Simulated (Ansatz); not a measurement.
Runs of Ansatz 0.2.0 on BN. The cell holds a slab with vacuum, 8 atoms: a = 2.504 Å, b = 2.504 Å, c = 24.992 Å, α = 90.00°, β = 90.00°, γ = 120.00°. 

```tsv
potentials or basis	cutoff (eV)	gap on the mesh (eV)	largest force (eV/Å)	work function (eV)
PseudoDojo stringent (PBE files)	1143	4.37	0.07	3.64
Ansatz PAW	420	4.34	0.07	3.65
Ansatz PAW earlier set	870	4.34	0.07	3.65
Ansatz NC	1240	4.34	0.07	3.65
Ansatz PAW earlier set	900	4.34	0.07	3.65
PseudoDojo standard (PBE files)	1143	4.37	0.07	3.64
JTH PAW	1320	4.33	0.07	(a)
SPMS NC	1034	4.37	0.07	3.65
```

Alike in all rows: task single point; level PBE; no spin polarisation; cell the (0 0 1) slab of BN, cut from the database cell, not relaxed; k mesh 12 × 12 × 1; smearing fermi-dirac 0.05 eV.

Task: Estimate the missing entries.

Result: (a) 3.66.

A k mesh can miss the band edges.
